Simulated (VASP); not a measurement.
# Cl (Cmce) in VASP: a series of runs, part 2 of 2

VASP 6.6.1. Earlier steps stand in the parts before.

## Step 3: G0W0 quasiparticle levels, PBE

POSCAR

```
Cl
1.0
    3.1450000000     -2.2500000000      0.0000000000
    3.1450000000      2.2500000000      0.0000000000
    0.0000000000      0.0000000000      8.2100000000
Cl
4
Direct
    0.3700000000      0.6300000000      0.4000000000
    0.1300000000      0.8700000000      0.9000000000
    0.6300000000      0.3700000000      0.6000000000
    0.8700000000      0.1300000000      0.1000000000
```

INCAR.step1

```
ALGO = Normal
EDIFF = 1E-8
ENCUT = 500
GGA = PE
ISMEAR = 0
KPAR = 4
LASPH = True
LCHARG = False
LREAL = False
LWAVE = True
NELM = 100
PREC = Accurate
SIGMA = 0.01
```

INCAR.step2

```
ALGO = Exact
EDIFF = 1E-8
ENCUT = 500
GGA = PE
ISMEAR = 0
ISTART = 1
KPAR = 4
LASPH = True
LCHARG = False
LOPTICS = True
LREAL = False
LWAVE = True
NBANDS = 360
NELM = 1
PREC = Accurate
SIGMA = 0.01
```

INCAR.step3

```
ALGO = EVGW0
EDIFF = 1E-8
ENCUT = 500
ENCUTGW = 120
GGA = PE
ISMEAR = 0
ISTART = 1
KPAR = 4
LASPH = True
LCHARG = False
LREAL = False
LWAVE = False
NBANDS = 360
NBANDSGW = 22
NELMGW = 1
NOMEGA = 50
PREC = Accurate
PRECFOCK = Fast
SIGMA = 0.01
```

KPOINTS

```
k-points
0
Gamma
  4 4 2
```

Potentials or basis: VASP PAW PBE potentials, release 64 (Cl_GW).

On the command line:

```bash
> cat potpaw_PBE.64/Cl_GW/POTCAR > POTCAR
> cp INCAR.step1 INCAR
> mpirun -np 4 vasp_std > vasp.out
> cp INCAR.step2 INCAR
> mpirun -np 4 vasp_std > vasp.out
> cp INCAR.step3 INCAR
> mpirun -np 4 vasp_std > vasp.out
```

OUTCAR:

```text
EDIFF = 1E-8
   ENCUT = 500
   ENCUTGW = 120
   GGA = PE
   ISMEAR = 0
   ISTART = 1
   LASPH = True
   LREAL = False
   NELMGW = 1
   PREC = Accurate
   PRECFOCK = Fast

 ion  position               nearest neighbor table
   1  0.370  0.630  0.400-   3 2.02
   2  0.130  0.870  0.900-   4 2.02
   3  0.630  0.370  0.600-   1 2.02
   4  0.870  0.130  0.100-   2 2.02

  LATTYP: Found a base centered orthorhombic cell.
 ALAT       =     4.5000000000
 B/A-ratio  =     1.3977777778
 C/A-ratio  =     1.8244444444

  Lattice vectors:

 A1 = (  -3.1450000000,  -2.2500000000,   0.0000000000)
 A2 = (   3.1450000000,  -2.2500000000,   0.0000000000)
 A3 = (   0.0000000000,   0.0000000000,   8.2100000000)

Analysis of symmetry for initial positions (statically):
=====================================================================
 Subroutine PRICEL returns:
 Original cell was already a primitive cell.

 Routine SETGRP: Setting up the symmetry group for a
 base centered orthorhombic supercell.

 Subroutine GETGRP returns: Found  8 space group operations
 (whereof  4 operations were pure point group operations)
 out of a pool of  8 trial point group operations.

The static configuration has the point symmetry C_2h.
 The point group associated with its full space group is D_2h.

Analysis of symmetry for dynamics (positions and initial velocities):
=====================================================================
 Subroutine PRICEL returns:
 Original cell was already a primitive cell.

 Routine SETGRP: Setting up the symmetry group for a
 base centered orthorhombic supercell.

 Subroutine GETGRP returns: Found  8 space group operations
 (whereof  4 operations were pure point group operations)
 out of a pool of  8 trial point group operations.

The dynamic configuration has the point symmetry C_2h.
 The point group associated with its full space group is D_2h.

 Subroutine INISYM returns: Found  8 space group operations
 (whereof  4 operations are pure point group operations),
 and found     1 'primitive' translations

----------------------------------------------------------------------------------------

                                     Primitive cell

  volume of cell :     116.1920

  direct lattice vectors                    reciprocal lattice vectors
     3.145000000 -2.250000000  0.000000000     0.158982512 -0.222222222  0.000000000
     3.145000000  2.250000000  0.000000000     0.158982512  0.222222222  0.000000000
     0.000000000  0.000000000  8.210000000     0.000000000  0.000000000  0.121802680

  length of vectors
     3.866978795  3.866978795  8.210000000     0.273236445  0.273236445  0.121802680

  position of ions in fractional coordinates (direct lattice)
     0.370000000  0.630000000  0.400000000
     0.130000000  0.870000000  0.900000000
     0.630000000  0.370000000  0.600000000
     0.870000000  0.130000000  0.100000000

  ion indices of the primitive-cell ions
   primitive index   ion index
                 1           1
                 2           2
                 3           3
                 4           4

----------------------------------------------------------------------------------------

 KPOINTS: k-points

Automatic generation of k-mesh.
 Grid dimensions read from file:
 generate k-points for:    4    4    2

 Generating k-lattice:

  Cartesian coordinates                     Fractional coordinates (reciprocal lattice)
     0.039745628 -0.055555556  0.000000000     0.250000000  0.000000000  0.000000000
     0.039745628  0.055555556  0.000000000     0.000000000  0.250000000  0.000000000
     0.000000000  0.000000000  0.060901340     0.000000000  0.000000000  0.500000000

  Length of vectors
     0.068309111  0.068309111  0.060901340

  Shift w.r.t. Gamma in fractional coordinates (k-lattice)
     0.000000000  0.000000000  0.000000000

 Subroutine IBZKPT returns following result:
 ===========================================

 Found     14 irreducible k-points:

 Following reciprocal coordinates:
            Coordinates               Weight
  0.000000  0.000000  0.000000      1.000000
  0.250000  0.000000  0.000000      4.000000
  0.500000  0.000000  0.000000      2.000000
  0.250000  0.250000  0.000000      2.000000
  0.500000  0.250000  0.000000      4.000000
 -0.250000  0.250000  0.000000      2.000000
  0.500000  0.500000  0.000000      1.000000
  0.000000  0.000000  0.500000      1.000000
  0.250000  0.000000  0.500000      4.000000
  0.500000  0.000000  0.500000      2.000000
  0.250000  0.250000  0.500000      2.000000
  0.500000  0.250000  0.500000      4.000000
 -0.250000  0.250000  0.500000      2.000000
  0.500000  0.500000  0.500000      1.000000
   k-points           NKPTS =     14   k-points in BZ     NKDIM =     32   number of bands    NBANDS=    360
   number of dos      NEDOS =    301   number of ions     NIONS =      4
   total plane-waves  NPLWV =  47040
   dimension x,y,z NGX =    28 NGY =   28 NGZ =   60
   dimension x,y,z NGXF=    56 NGYF=   56 NGZF=  120
   ions per type =               4
   NGX,Y,Z   is equivalent  to a cutoff of  12.04, 12.04, 12.15 a.u.
   NGXF,Y,Z  is equivalent  to a cutoff of  24.08, 24.08, 24.30 a.u.
 SYSTEM =  unknown system
   PREC   = accura    normal or accurate (medium, high low for compatibility)
   ISTART =      1    job   : 0-new  1-cont  2-samecut
   ICHARG =      0    charge: 1-file 2-atom 10-const
   ISPIN  =      1    spin polarized calculation?
   LNONCOLLINEAR =      F non collinear calculations
   LSORBIT =      F    spin-orbit coupling
   LASPH  =      T    aspherical Exc in radial PAW
   ENCUT  =  500.0 eV  36.75 Ry    6.06 a.u.   7.05  7.05 14.97*2*pi/ulx,y,z
   NELM   =     60;   NELMIN=  2; NELMDL=  0     # of ELM steps
   EDIFF  = 0.1E-07   stopping-criterion for ELM
   LREAL  =      F    real-space projection
   EDIFFG = 0.1E-06   stopping-criterion for IOM
   NSW    =      0    number of steps for IOM
   IBRION =     -1    ionic relax: 0-MD 1-quasi-New 2-CG
   NFREE  =      0    steps in history (QN), initial steepest desc. (CG)
   ISIF   =      0    stress and relaxation
   ISYM   =      3    0-nonsym 1-usesym 2-fastsym
   POTIM  = 0.5000    time-step for ionic-motion
   TEBEG  =    0.0;   TEEND  =   0.0 temperature during run
   PSTRESS=    0.0 pullay stress
   NELECT =      28.0000    total number of electrons
   NUPDOWN=      -1.0000    fix difference up-down
   EMIN   =  10.00;   EMAX   =-10.00  energy-range for DOS
   EFERMI =   0.00;   METHOD = LEGACY
   ISMEAR =     0;   SIGMA  =   0.01  broadening in eV -4-tet -1-fermi 0-gaus
   EFERMI_NEDOS =   21; number of points for ismear=-14 and -15
   IALGO  =     38    algorithm
   IMIX   =      4    mixing-type and parameters
     AMIX     =   0.40;   BMIX     =  1.00
     AMIX_MAG =   1.60;   BMIX_MAG =  1.00
  volume/ion in A,a.u.               =      29.05       196.03
  Fermi-wavevector in a.u.,A,eV,Ry     =   1.018753  1.925163 14.120900  1.037857
  Thomas-Fermi vector in A             =   2.152228
   LORBIT       =      0    0 simple, 1 ext, 2 COOP (PROOUT), +10 PAW based schemes
   GGA     = PE    functional components
   LHFCALC =     T    Hartree Fock is set to
   PRECFOCK=fast      Normal, Fast or Accurate (Low or Medium for compatibility)
   ENCUT4O =  -1.0   cutoff for four orbital integrals eV
   NKREDX  =     1    reduce k-point grid by
   NKREDY  =     1    reduce k-point grid by
   NKREDZ  =     1    reduce k-point grid by
   AEXX    =    1.0000 exact exchange contribution
   HFSCREEN=    0.0000 screening length (either q_TF or 0.3 A-1)
   HFSCREENC=   0.0000 screening length for correlation (either q_TF or 0.3 A-1)
   ENCUTFOCK=  -1.0 apply spherical cutoff to Coloumb kernel
   IVDW    =     0    specifies the selected vdW correction
   LEPSILON=     F    determine dielectric tensor
   LRPA    =     F    only Hartree local field effects (RPA)
   LRPAFORCE           =     F    calculate RPA forces
   ENCUTGW             = 120.0    cutoff for response function in eV
   ENCUTGWSOFT         =  96.0    soft cutoff for Coulomb kernel in GW response function in eV
   ENCUTLF             =  -1.0    cutoff for local field effects
   NELMGW              =     1    number of iterations in solving QP/BSE equation
   NELMHF              =     1    number of iterations in the inner HF iteration
   NKREDLFX            =     1    NKREDLFY  =   1   NKREDLFZ  =   1
 non-spin polarized calculation
 Gauss-broadening in eV      SIGMA  =   0.01
  energy-cutoff  :      500.00
  volume of cell :      116.19
 maximum number of plane-waves:      2968
  NGX = 16; NGY = 16; NGZ = 36
   NGX = 15   NGY = 15   NGZ = 29
 maximum number of plane-waves:       362
 NGX is ok and might be reduce to    14

 QP shifts <psi_nk| G(iteration)W_0 |psi_nk>: iteration 1
 for sc-GW calculations column KS-energies equals QP-energies in previous step
 and V_xc(KS)=  KS-energies - (<T + V_ion + V_H > + <T+V_H+V_ion>^1  + <V_x>^1)

 k-point   1 :       0.0000    0.0000    0.0000
  band No.  KS-energies  QP-energies   sigma(KS)   V_xc(KS)     V^pw_x(r,r')   Z            occupation Imag(sigma)

      1     -17.4619     -18.2324     -16.4660     -15.1816     -24.7624       0.5998       2.0000       1.3207
      2     -17.2607     -18.0623     -16.6864     -15.3660     -24.8245       0.6071       2.0000       1.2457
      3     -13.4718     -14.2457     -16.5201     -15.2410     -23.7275       0.6050       2.0000       0.9341
      4     -12.9355     -13.7655     -17.1252     -15.7795     -24.0076       0.6168       2.0000       0.7749
      5      -6.1596      -7.4988     -15.9286     -14.0896     -18.1985       0.7282       2.0000       0.2892
      6      -5.3577      -6.6481     -16.6447     -14.8819     -18.6386       0.7320       2.0000       0.1950
[... 14 lines left out ...]
     21       9.2261       9.9564      -7.3714      -8.3018      -3.5325       0.7849       0.0000      -0.1779
     22       9.5537      10.4488      -7.5019      -8.6231      -3.8084       0.7983       0.0000      -0.1382
[... 316 lines left out ...]
      1     -17.1633     -17.9600     -16.7824     -15.4767     -24.8990       0.6102       2.0000       1.2051
      2     -17.1633     -17.9600     -16.7824     -15.4767     -24.8990       0.6102       2.0000       1.2051
      3     -13.1345     -13.9447     -16.9291     -15.6138     -23.9399       0.6160       2.0000       0.8286
      4     -13.1345     -13.9447     -16.9291     -15.6138     -23.9399       0.6160       2.0000       0.8286
      5      -5.7921      -7.1044     -16.2459     -14.4363     -18.4360       0.7252       2.0000       0.2395
      6      -5.7921      -7.1044     -16.2459     -14.4363     -18.4360       0.7252       2.0000       0.2395
[... 14 lines left out ...]
     21       9.4370      10.3786      -7.9623      -9.1634      -4.1168       0.7840       0.0000      -0.1611
     22       9.4370      10.3786      -7.9623      -9.1634      -4.1168       0.7840       0.0000      -0.1611
```

Wall time 8.6 min (4 MPI ranks of Intel Xeon Platinum 8488C (Sapphire Rapids), shared host); peak memory 2.8 GiB.

What came out:

```
Band gap on the k mesh, mean-field level : 2.49 eV, indirect (least direct gap 2.55 eV)
Quasiparticle gap                        : 5.41 eV
Least direct quasiparticle gap           : 5.54 eV
```

Caveat: the k mesh is coarse (spacing up to 0.43 Å⁻¹), so the values aren't converged; bands, screening cutoff and mesh are small and nothing is extrapolated, so the quasiparticle values aren't converged. A k mesh can miss the band edges.

## Step 4: The reference run

An earlier run on the cell as given: functional PBEsol; potentials or basis VASP PAW PBE potentials, release 64 (Cl); cutoff 520 eV; k mesh 7 × 7 × 4; occupations fermi-dirac, width 0.05 eV; no spin polarisation.

- Pressure: -1.2 GPa
- Largest force: 0.307 eV/Å
- Band gap on the k mesh: 2.48 eV, indirect (least direct gap 2.54 eV)
